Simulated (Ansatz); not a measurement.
## Nb under changes of volume

One of the cells (18.922 Å³/atom); the others are scaled copies at fixed shape and fractional positions:

```xyz
1
Lattice="0.0000 2.1150 2.1150 2.1150 0.0000 2.1150 2.1150 2.1150 0.0000" Properties=species:S:1:pos:R:3 pbc="T T T"
Nb    0.0000    0.0000    0.0000
```

This isn't the form of Nb at room conditions, which is bcc.

| Property | Result |
| --- | --- |
| Program | Ansatz 0.2.0 |
| Functional | PBE |
| Dispersion | D3(BJ) |
| Potentials or basis | all-electron LAPW, relativistic spinors |
| Cutoff | 205 eV (chosen from the basis error) |
| Basis error allowed | 0.001 eV/atom |
| k mesh | 8 × 8 × 8 |
| Occupations | cold, width 0.01 eV |
| Spin | spin-orbit coupling, no magnetisation |

| volume (Å³/atom) | energy over the lowest point (meV/atom) | pressure (GPa) |
| --- | --- | --- |
| 17.786 | 0.00 | 1.6 |
| 18.165 | 0.55 | -2.1 |
| 18.543 | 8.06 | -4.3 |
| 18.922 | 22.22 | -7.6 |
| 19.300 | 43.69 | -10.5 |
| 19.679 | 71.70 | -13.1 |
| 20.057 | ? | ? |

Q: What does the run at 20.057 Å³/atom give?

A: Energy over the lowest point 105.57 meV/atom; pressure -15.5 GPa.

Worked out: A Birch-Murnaghan fit of order 3 (a polynomial in V^(-2/3)) to the other rows has its minimum at 17.94 Å³/atom with B0 = V·E''(V) = 137 GPa (rough, since the energies scatter). It gives 106.49 meV/atom at 20.057 Å³/atom, against the run's 105.57, and -dE/dV = -16.1 GPa, against -15.5.

Energies are extrapolated to zero smearing.

Caveats: the k mesh is thin for a metal, which can move the energy by tens of meV per atom; pairwise dispersion overbinds metals, which lowers pressure and volume.

The runs don't all hold the same shells in valence.
